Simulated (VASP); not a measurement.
Wanted: the native input for a VASP 6.6.1 run.

```yaml
Task: relaxation of the atoms
Functional: r2SCAN
Potentials_or_basis: VASP PAW PBE potentials, release 64 (Cu, I)
Cutoff: 600 eV
k_mesh: 8 × 8 × 8
Occupations: gaussian, width 0.03 eV
Spin: no spin polarisation
Further_INCAR_settings: ALGO = Normal; EDIFF = 1e-07; IBRION = 2; EDIFFG = -0.01; NSW = 40
```

The structure of CuI (Marshite) lies in POSCAR:

```
CuI                                     
1.0
    0.0000000000      3.0308878780      3.0308878780
    3.0308878780      0.0000000000      3.0308878780
    3.0308878780      3.0308878780      0.0000000000
  Cu              I             
     1     1
Direct
     0.2500000000000000    0.2500000000000000    0.2500000000000000
     0.0000000000000000    0.0000000000000000    0.0000000000000000
```

The cell isn't the ideal one: a relaxed cell with its volume scaled by 1.02.

The input as run:

INCAR

```
SYSTEM = CuI
PREC = Accurate
ENCUT = 600
EDIFF = 1E-7
ISMEAR = 0
SIGMA = 0.03
LREAL = .FALSE.
LASPH = .TRUE.
NELM = 80
ALGO = Normal
ISIF = 2
LWAVE = .FALSE.
LCHARG = .FALSE.
METAGGA = R2SCAN
LMIXTAU = .TRUE.
IBRION = 2
NSW = 40
EDIFFG = -0.01
```

KPOINTS

```
Automatic mesh
0
G
  8 8 8
  0 0 0
```

Potentials or basis: VASP PAW PBE potentials, release 64 (Cu, I).

Command:

```bash
$ cat potpaw_PBE.64/Cu/POTCAR potpaw_PBE.64/I/POTCAR > POTCAR
$ mpirun -np 1 vasp_std > vasp.out
```

Results of the run:

The pressure after relaxing is -0.8 GPa and the band gap on the k mesh is 1.62 eV, direct.

Caveat: the relaxation stopped at its first step, so nothing moved; the PAW data sets were made with another functional, which shifts forces and pressure a little; spin-orbit coupling is left out, which moves the levels of the heavy elements.

It took 96 s on 1 thread of Intel(R) Xeon(R) Platinum 8488C (Sapphire Rapids), on a shared host, peak memory 0.23 GiB.
